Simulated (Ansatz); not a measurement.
Input and command of a plane-wave DFT calculation in Ansatz:

```yaml
crystal:
  lattice:
    - [1.5111411929, 0.8724577745, 5.4953533857]
    - [-1.5111411929, 0.8724577745, 5.4953533857]
    - [0.0, -1.744915549, 5.4953533857]
  atoms:
    - { symbol: Mo, position: [0.9996972307, 0.9996972307, 0.9996972307] }
    - { symbol: S, position: [0.4255324369, 0.4255324369, 0.4255324369] }
    - { symbol: S, position: [0.2407713323, 0.2407713323, 0.2407713323] }
basis:
  ecutwfc: 420
kpoints:
  mp_grid: { grid: [12, 12, 12] }
hamiltonian:
  xc: pbe
scf:
  occupations: { method: gaussian, width: 0.02 }
output:
  forces: true
  stress: true
  eigenvalues: true
relax:
  adjacent_minimum: "off"
  f_tol: 0.008
  max_steps: 50
  cell: { stress_tol: 0.08, p_target: 25.0 }
```

```bash
ansatz run input.yaml --threads 1 --pin off --max-ram 2560MiB --backend cpu --events-out ev --progress --plain --runs-dir out
```

Processor: Arm Neoverse V1, 1 thread, on a host shared with other jobs.

Problem. How long does it run, and how much memory does it take?

Solution. About 88 s on 1 thread of Arm Neoverse V1, with other jobs on the host, peak memory 0.45 GiB. It solves 17 bands at 189 k points (the mesh reduced by symmetry) with about 829 plane waves (on the last cell), in 36 SCF iterations over 6 ionic steps.
